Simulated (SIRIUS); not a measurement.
# C (P1) in SIRIUS: notebook

Runs on C. Level: PBE. Tasks: single point.

Everything below comes from runs of SIRIUS 7.10.0. Logs are shortened: lines on timing, memory, paths and dates and some standing lists are left out, and cuts for length are marked. The log counts tension as positive stress, the text compression.

## 1. The cell of the first run

The typed cell holds 4 atoms: a = 2.456 Å, b = 2.456 Å, c = 6.696 Å, α = 90.00°, β = 90.00°, γ = 120.00°.

## 2. Single point, PBE (atom 3 moved 0.75 Å)

Input file sirius.json:

```json
{
  "control": {
    "processing_unit": "cpu",
    "verbosity": 2,
    "num_bands_to_print": 15,
    "print_forces": true,
    "print_stress": true
  },
  "parameters": {
    "electronic_structure_method": "pseudopotential",
    "xc_functionals": ["XC_GGA_X_PBE", "XC_GGA_C_PBE"],
    "gk_cutoff": 9.1,
    "pw_cutoff": 18.2,
    "ngridk": [12, 12, 4],
    "shiftk": [0, 0, 0],
    "smearing": "fermi_dirac",
    "smearing_width": 0.0018374661,
    "num_bands": 15,
    "num_mag_dims": 0,
    "num_dft_iter": 100,
    "energy_tol": 1e-08,
    "density_tol": 1e-06
  },
  "iterative_solver": {
    "type": "davidson",
    "min_tolerance": 1e-09,
    "tolerance_scale": [0.1, 0.25]
  },
  "mixer": {
    "type": "anderson",
    "beta": 0.7,
    "max_history": 8
  },
  "settings": {
    "tol_ne": 1e-10,
    "pseudo_grid_cutoff": 6.5
  },
  "unit_cell": {
    "lattice_vectors": [
      [1.0, 0.0, 0.0],
      [-0.5, -0.866042345277, 0.0],
      [0.0, 0.0, -2.726384364821]
    ],
    "lattice_vectors_scale": 4.6411673621,
    "atom_coordinate_units": "lattice",
    "atom_types": ["C"],
    "atom_files": {
      "C": "C.json"
    },
    "atoms": {
      "C": [
        [0.86392526, 0.65630236, 0.97548259],
        [0.36392526, 0.65630236, 0.47548259],
        [0.07488422, 0.36441291, 0.07355223],
        [0.69726526, 0.32298236, 0.47548259]
      ]
    }
  }
}
```

Potentials or basis: PseudoDojo 0.4.1 PBE standard (scalar relativistic).

On the command line:

```bash
> upf_to_json C.upf
> OMP_NUM_THREADS=1 sirius.scf --input=sirius.json --output=out.json --task=0
```

Output:

```text
[info] SIRIUS version : 7.10.0
[info] number of MPI ranks           : 1
[info] MPI grid                      : 1 1
[info] maximum number of OMP threads : 1
[fft] FFT context for density and potential
[fft] =====================================
[fft]   comm size                             : 1
[fft]   plane wave cutoff                     : 18.2
[fft]   grid size                             : 30 30 80   total : 72000
[fft]   grid limits                           : -14 15   -14 15   -39 40
[fft]   number of G-vectors within the cutoff : 12070
[fft]   local number of G-vectors             : 12070
[fft]   number of G-shells                    : 3358
[fft] FFT context for coarse grid
[fft] =====================================
[fft]   comm size                             : 1
[fft]   plane wave cutoff                     : 18.2
[fft]   grid size                             : 30 30 80   total : 72000
[fft]   grid limits                           : -14 15   -14 15   -39 40
[fft]   number of G-vectors within the cutoff : 12070
[fft]   local number of G-vectors             : 12070
[fft]   number of G-shells                    : 3358
[unit cell] lattice vectors
[unit cell]   a1 :       4.6411673621      0.0000000000      0.0000000000
[unit cell]   a2 :      -2.3205836811     -4.0194474671      0.0000000000
[unit cell]   a3 :       0.0000000000      0.0000000000    -12.6536061305
[unit cell] reciprocal lattice vectors
[unit cell]   b1 :       1.3537941679     -0.7815981374      0.0000000000
[unit cell]   b2 :       0.0000000000     -1.5631962748      0.0000000000
[unit cell]   b3 :       0.0000000000     -0.0000000000     -0.4965529385
[unit cell] unit cell volume :       236.05211634 [a.u.^3]
[unit cell] 1/sqrt(omega)    :         0.06508727
[unit cell] MT volume        :         0.00000000 ( 0.00%)
[unit cell] IT volume        :       236.05211634 (100.00%)
[unit cell] number of atom types : 1
[unit cell] type id : 0 symbol :  C mt_radius :  12.470000 num_atoms : 4
[unit cell] total number of atoms : 4
[unit cell] number of symmetry classes : 4
[unit cell] number of PAW atoms : 0
[unit cell] atom id  type id  class id             position                      vector_field
[unit cell] ------------------------------------------------------------------------------------------
[unit cell]      0        0        0      0.86393   0.65630   0.97548      0.00000   0.00000   0.00000
[unit cell]      1        0        1      0.36393   0.65630   0.47548      0.00000   0.00000   0.00000
[unit cell]      2        0        2      0.07488   0.36441   0.07355      0.00000   0.00000   0.00000
[unit cell]      3        0        3      0.69727   0.32298   0.47548      0.00000   0.00000   0.00000
[unit cell] atom id         position (Cartesian, a.u.)
[unit cell] ---------------------------------------------
[unit cell]      0       2.486617   -2.637973  -12.343372
[unit cell]      1       0.166033   -2.637973   -6.016569
[unit cell]      2      -0.498100   -1.464739   -0.930701
[unit cell]      3       2.486617   -1.298211   -6.016569
[unit cell] class id : 0 atom id : 0
[unit cell] class id : 1 atom id : 1
[unit cell] class id : 2 atom id : 2
[unit cell] class id : 3 atom id : 3
[unit cell] minimum bond length:     2.379122
[unit cell] total number of pseudo wave-functions: 16
[sym] space group number   : 1
[sym] international symbol : P1
[sym] Hall symbol          : P 1
[sym] space group transformation matrix :
[sym]   1.0000  0.0000  0.0000
[sym]   0.0000  1.0000  0.0000
[sym]   0.0000  0.0000  1.0000
[sym] space group origin shift :
[sym]   0.0000  0.0000  0.0000
[sym] number of space group operations  : 1
[sym] number of magnetic group operations : 1
[... 189 lines left out ...]
[find] Hartree energy of density residual : 1.842904322163e-02
[find] | SCF iteration   4 out of 100|
[diagonalize] iterative solver tolerance (occupied, empty): 2.61076e-05 2.61076e-05
[... 56 lines left out ...]
[find] Free energy (E-TS)             :     -23.91157810 (Ha),     -47.82315620 (Ry)
[find] band gap (eV)                  :       0.00000000
[find] Efermi                         :       0.25872664
[find] iteration : 10, RMS : 1.585111005363e-06, energy difference : -2.577861408781e-07
[find] Hartree energy of density residual : 1.567124004521e-09
[find] | SCF iteration  11 out of 100|
[diagonalize] iterative solver tolerance (occupied, empty): 1.59348e-09 1.59348e-09
[diagonalize] average number of iterations: 3.04795
[find] Total energy                   :     -23.91143289 (Ha),     -47.82286579 (Ry)
[find] Free energy (E-TS)             :     -23.91157810 (Ha),     -47.82315621 (Ry)
[find] band gap (eV)                  :       0.00000000
[find] Efermi                         :       0.25872622
[find] iteration : 11, RMS : 5.358941270714e-07, energy difference : 2.164849988162e-08
[find] Hartree energy of density residual : 3.098832830466e-11
[find] bands are converged : true
[find] iterative solver converged : true
[find] +------------------------------+
[find] | SCF iteration  12 out of 100|
[find] +------------------------------+
[diagonalize] iterative solver tolerance (occupied, empty): 1e-09 1e-09
[diagonalize] average number of iterations: 1.5137
[diagonalize] Lowest band energies
[diagonalize] ik:    0   -0.466018   -0.435003   -0.065139    0.037882    0.133214    0.145922    0.146103    0.302792    0.377925    0.407527    0.533656    0.569575    0.569804    0.609362    0.682084
[diagonalize] ik:    1   -0.459907   -0.428911   -0.057995    0.044021    0.121730    0.125056    0.133481    0.305457    0.321897    0.429386    0.549231    0.572024    0.595412    0.615094    0.661452
[diagonalize] ik:    2   -0.441647   -0.410811   -0.036815    0.060382    0.062214    0.099751    0.103983    0.241705    0.315620    0.435045    0.560559    0.571152    0.606025    0.636103    0.663925
[diagonalize] ik:    3   -0.411476   -0.381375   -0.016727   -0.002776    0.048729    0.070963    0.094343    0.175199    0.329121    0.430391    0.520302    0.556682    0.563737    0.658412    0.758451
[diagonalize] ik:    4   -0.369893   -0.342458   -0.098368   -0.019813    0.043199    0.045914    0.129122    0.135239    0.334070    0.423486    0.443445    0.533142    0.548917    0.674811    0.805684
[diagonalize] ...
[diagonalize] ik:  287   -0.300948   -0.285189   -0.163807   -0.107142   -0.040471    0.081037    0.130288    0.171623    0.282542    0.351142    0.463674    0.614767    0.632832    0.680631    0.743031
[diagonalize] ik:  288   -0.306293   -0.287877   -0.130812   -0.099144   -0.074281    0.062052    0.128221    0.169612    0.277057    0.361909    0.511342    0.634222    0.668592    0.715751    0.724313
[diagonalize] ik:  289   -0.300803   -0.283186   -0.163872   -0.125034   -0.040522    0.090465    0.133161    0.174451    0.258440    0.351636    0.545208    0.629299    0.650627    0.674959    0.742827
[diagonalize] ik:  290   -0.285522   -0.272763   -0.207460   -0.158652    0.001887    0.132942    0.143065    0.185090    0.233493    0.331424    0.546975    0.564450    0.662173    0.680231    0.731497
[diagonalize] ik:  291   -0.271988   -0.264745   -0.232398   -0.174231    0.019768    0.147345    0.154707    0.194614    0.217551    0.321493    0.532309    0.541124    0.672670    0.685750    0.726617
[find] Charges and magnetic moments
[find] --------------------------------------------------------------------------------
[find] total charge          : 16.000000
[find] Energy
[find] --------------------------------------------------------------------------------
[find] valence_eval_sum               :      -0.91999980
[find] <rho|V^{XC}>                   :      -9.27245317
[find] <rho|E^{XC}>                   :      -8.48766377
[find] <mag|B^{XC}>                   :       0.00000000
[find] <rho|V^{H}>                    :      13.00420544
[find] one-electron contribution      :      -4.65175207 (Ha),      -9.30350414 (Ry)
[find] hartree contribution           :       6.50210272
[find] xc contribution                :      -8.48766377
[find] ewald contribution             :     -17.27412235
[find] PAW contribution               :       0.00000000
[find] smearing (-TS)                 :      -0.00014522
[find] SCF correction                 :       0.00000258
[find] Total energy                   :     -23.91143289 (Ha),     -47.82286577 (Ry)
[find] Free energy (E-TS)             :     -23.91157810 (Ha),     -47.82315621 (Ry)
[find] band gap (eV)                  :       0.00000000
[find] Efermi                         :       0.25872611
[find] iteration : 12, RMS : 2.059179333298e-07, energy difference : 7.070703134104e-09
[find] Hartree energy of density residual : 6.294500804714e-12
[find] bands are converged : true
[find] iterative solver converged : true
[find] converged after 13 SCF iterations!
[find] Charges and magnetic moments
[find] --------------------------------------------------------------------------------
[find] total charge          : 16.000000
[find] Energy
[find] --------------------------------------------------------------------------------
[find] valence_eval_sum               :      -0.91999980
[find] <rho|V^{XC}>                   :      -9.27245317
[find] <rho|E^{XC}>                   :      -8.48766377
[find] <mag|B^{XC}>                   :       0.00000000
[find] <rho|V^{H}>                    :      13.00420544
[find] one-electron contribution      :      -4.65175207 (Ha),      -9.30350414 (Ry)
[find] hartree contribution           :       6.50210272
[find] xc contribution                :      -8.48766377
[find] ewald contribution             :     -17.27412235
[find] PAW contribution               :       0.00000000
[find] smearing (-TS)                 :      -0.00014522
[find] SCF correction                 :       0.00000258
[find] Total energy                   :     -23.91143289 (Ha),     -47.82286577 (Ry)
[find] Free energy (E-TS)             :     -23.91157810 (Ha),     -47.82315621 (Ry)
[find] band gap (eV)                  :       0.00000000
[find] Efermi                         :       0.25872611
[ground_state] === stress tensor components [kbar] ===
[ground_state] === stress_kin ===
[ground_state] -13485.652099   45.057434  128.978960
[ground_state]    45.057434-13439.940251   73.329182
[ground_state]   128.978960   73.329182-14097.832958
[ground_state] === stress_har ===
[ground_state] -6940.843952 -268.032363  120.131279
[ground_state]  -268.032363-6848.725953   55.878809
[ground_state]   120.131279   55.878809 5685.493380
[ground_state] === stress_ewald ===
[ground_state] -1816.314583-1808.189866 1242.438686
[ground_state] -1808.189866-1166.497665  740.220105
[ground_state]  1242.438686  740.22010524512.894969
[ground_state] === stress_vloc ===
[ground_state] 17849.065535 1859.619248-1155.340935
[ground_state]  1859.61924817232.612920 -644.195409
[ground_state] -1155.340935 -644.195409-20038.151807
[ground_state] === stress_xc ===
[ground_state]  1045.396319  -10.745904    6.350936
[ground_state]   -10.745904 1049.107626    3.174660
[ground_state]     6.350936    3.174660 1130.766566
[ground_state] === stress_core ===
[ground_state]  2022.765124   13.446214  -13.652837
[ground_state]    13.446214 2017.204442   -8.151191
[ground_state]   -13.652837   -8.151191 1987.090297
[ground_state] === stress_nonloc ===
[ground_state]  1036.272844   77.812062  -95.414196
[ground_state]    77.812062  999.636833  -56.311365
[ground_state]   -95.414196  -56.311365  872.572566
[ground_state] === stress_us_nl ===
[ground_state]  1036.272844   77.812062  -95.414196
[ground_state]    77.812062  999.636833  -56.311365
[ground_state]   -95.414196  -56.311365  872.572566
[ground_state] === stress_total ===
[ground_state]  -289.310812  -91.033173  233.491893
[ground_state]   -91.033173 -156.602048  163.944791
[ground_state]   233.491893  163.944791   52.833012
[ground_state] ==== total Forces in Ha/bohr =====
[ground_state] atom:    0, force:      -0.1586249     -0.1032788     -0.0682295
[ground_state] atom:    1, force:       0.0009174     -0.0006396     -0.0022586
[ground_state] atom:    2, force:       0.1600478      0.1026205      0.0755603
[ground_state] atom:    3, force:      -0.0023409      0.0012974     -0.0050677
[ground_state] ==== ultrasoft contribution from Qij =====
[ground_state] atom:    0, force:       0.0000000      0.0000000      0.0000000
[ground_state] atom:    1, force:       0.0000000      0.0000000      0.0000000
[ground_state] atom:    2, force:       0.0000000      0.0000000      0.0000000
[ground_state] atom:    3, force:       0.0000000      0.0000000      0.0000000
[ground_state] ==== non-local contribution from Beta-projector =====
[ground_state] atom:    0, force:      -0.1354387     -0.0891404     -0.2794588
[ground_state] atom:    1, force:       0.0003434     -0.0006672      0.0020731
[ground_state] atom:    2, force:       0.1311946      0.0880335      0.2599111
[ground_state] atom:    3, force:      -0.0009773      0.0010288     -0.0019824
[ground_state] ==== contribution from local potential =====
[ground_state] atom:    0, force:       0.7735525      0.4764208     -2.7861116
[ground_state] atom:    1, force:      -0.0026159      0.0058607      1.0545320
[ground_state] atom:    2, force:      -0.7701288     -0.4791287      0.6975065
[ground_state] atom:    3, force:       0.0038306     -0.0024598      1.0527795
[ground_state] ==== contribution from core density =====
[ground_state] atom:    0, force:       0.0143755      0.0093195      0.0015532
[ground_state] atom:    1, force:      -0.0000104      0.0000149     -0.0000394
[ground_state] atom:    2, force:      -0.0141410     -0.0092547     -0.0008748
[ground_state] atom:    3, force:       0.0000144     -0.0000280      0.0001163
[ground_state] ==== Ewald forces from ions =====
[ground_state] atom:    0, force:      -0.8111143     -0.4998787      2.9957854
[ground_state] atom:    1, force:       0.0032002     -0.0058479     -1.0588221
[ground_state] atom:    2, force:       0.8131226      0.5029703     -0.8809845
[ground_state] atom:    3, force:      -0.0052086      0.0027564     -1.0559789
[~DFT_ground_state] local op. applied: 149572
[~DFT_ground_state] evp. work count: 42857.8
[~DFT_ground_state] number of iterative solver steps: 16467
```

It took 5.4 min on 1 thread of Arm Neoverse V1, shared host; peak memory 1.2 GiB.

Results:

| Property | Result |
| --- | --- |
| Free energy | -650.6672 eV |
| Pressure | 13.1 GPa |
| Largest force | 10.520 eV/Å |
| Band gap on the k mesh | none (metal or under the smearing width) |

Forces in eV/Å, atoms in the order of the input:
```
C   -8.157 -5.311 -3.509
C    0.047 -0.033 -0.116
C    8.230  5.277  3.885
C   -0.120  0.067 -0.261
```

Caveat: forces of over 1 eV/Å show positions far from the minimum, so gaps and moduli don't describe the material at rest.

[end of part 1 of 2]
